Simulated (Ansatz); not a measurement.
Rows from a G0W0 calculation on GaN (F-43m) (Ansatz 0.2.0; G0W0 on PBE, plane waves, PAW; PAW set soft_1; 6×6×6 mesh, 68 empty bands, screening to 120 eV, PAW set soft_1 files), in eV. Spin-orbit coupling is left out.

| row | Σx | Σc | Vxc | Z |
| --- | --- | --- | --- | --- |
| A | -11.48 | -3.65 | -15.71 | 0.80 |
| B | -7.87 | -5.32 | -13.91 | 0.79 |
| C | -23.90 | 3.14 | -20.27 | 0.76 |

Question: Which rows are filled states and which are empty ones, and how can one tell?

Filled: C. Empty: A and B. The sign of Σc tells: for a filled state bare exchange, which holds its interaction with itself, lies below Vxc (Σx − Vxc is -3.6 eV or lower here) and screening gives part back as a positive Σc. For an empty state Σx lies above Vxc (+4.2 eV or more) and the Coulomb hole leaves Σc negative.

[Runs of the session that timed out or met a known fault of the program may be left out.]

[Cells called generated may have been cut or substituted from an entry of the Crystallography Open Database or the Materials Project.]

[Hosts, paths, dates, database ids (printed as entryN), source tags and the programs' standing remarks are cut or masked in the printed files.]
